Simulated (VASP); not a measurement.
Set up this calculation in VASP 6.6.1, as the native input.

| Property | Result |
| --- | --- |
| Task | relaxation of cell and atoms |
| Functional | PBE |
| Dispersion | D4 |
| Potentials or basis | VASP PAW PBE potentials, release 64 (Sc_sv, Al) |
| Cutoff | 600 eV |
| k mesh | 7 × 7 × 7 |
| Occupations | fermi-dirac, width 0.05 eV |
| Spin | no spin polarisation |
| Further INCAR settings | ALGO = Normal; EDIFF = 1e-07; IBRION = 2; EDIFFG = -0.02; NSW = 40; ISIF = 3 |

The structure of ScAl3 lies in POSCAR:

```
ScAl3
1.0
    4.0878065700      0.0000000000      0.0000000000
    0.0000000000      4.0878065700      0.0000000000
    0.0000000000      0.0000000000      4.0878065700
Sc Al
1 3
Direct
    0.0000000000      0.0000000000      0.0000000000
    0.5000000000      0.5000000000      0.0000000000
    0.0000000000      0.5000000000      0.5000000000
    0.5000000000      0.0000000000      0.5000000000
```

The cell is a database's computed one.

These files were run (other wordings do the same):

INCAR

```
PREC = Accurate
ENCUT = 600
EDIFF = 1E-7
ISMEAR = -1
SIGMA = 0.05
LREAL = F
LASPH = T
NELM = 80
ALGO = Normal
ISIF = 3
LWAVE = F
LCHARG = F
GGA = PE
IVDW = 13
IBRION = 2
NSW = 40
EDIFFG = -0.02
```

KPOINTS

```
Automatic mesh
0
Gamma
  7 7 7
```

Potentials or basis: VASP PAW PBE potentials, release 64 (Sc_sv, Al).

Run with:

```sh
$ cat potpaw_PBE.64/Sc_sv/POTCAR potpaw_PBE.64/Al/POTCAR > POTCAR
$ mpirun -np 1 vasp_std > vasp.out
```

Results of the run:

```
Relaxed volume                         : 16.71 Å³/atom
Relaxed cell                           : a = 4.058 Å, b = 4.058 Å, c = 4.058 Å, α = 90.00°, β = 90.00°, γ = 90.00°
Space group after relaxing (to 0.05 Å) : Pm-3m (No. 221)
Energy gained by relaxing              : 2.3 meV/atom
Ionic steps                            : 3
Pressure after relaxing                : 0.0 GPa
Band gap on the k mesh                 : none (metal or under the smearing width)
Dispersion energy per atom             : -0.350 eV
```

Caveat: pairwise dispersion overbinds metals, which lowers pressure and volume.

Wall time 78 s on 1 thread of Intel(R) Xeon(R) Platinum 8375C CPU @ 2.90GHz (Ice Lake) (shared host), peak memory 0.22 GiB.
